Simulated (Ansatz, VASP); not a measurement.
## MgI in VASP and in Ansatz

```
Mg I
1.0
     4.09796    0.00000    0.00000
    -2.04898    3.54894    0.00000
     0.00000    0.00000    4.32064
Mg I
1 1
Direct
  0.00000 0.00000 0.00000
  0.33333 0.66667 0.50000
```

Change from the starting cell: species swapped into the PrNd type (P-6m2, No. 187).

Alike in both runs: functional PBE; k mesh 18 × 18 × 14; occupations gaussian, width 0.1 eV; no spin polarisation.

Ansatz relaxed the structure, and its values are those at the end. VASP's run is a single point on that final structure, the one shown.

|  | VASP | Ansatz |
| --- | --- | --- |
| version | VASP 6.6.1 | Ansatz 0.2.0 |
| potentials or method | VASP PAW PBE potentials, release 64 (Mg, I) | scalar-relativistic, plane waves, PAW |
| plane-wave cutoff (eV) | 520 | 420 |
| valence electrons in the cell | 9 | 27 |

|  | VASP | Ansatz | Ansatz less VASP |
| --- | --- | --- | --- |
| gap on the k mesh at the Fermi level (eV) | none | none | - |
| pressure (GPa) | -0.1 | 0.0 | +0.04 |

A gap of «none» marks a metal or a gap that the smearing closes. With one functional, cell and mesh, what is left measures potentials, basis and numerics. The two sets of potentials don't hold the same shells in valence.

Caveats: an odd number of electrons without spin polarisation forces a metal; a magnetic or distorted state may lie lower. The runs have no spin-orbit coupling, so splittings on I are missing.
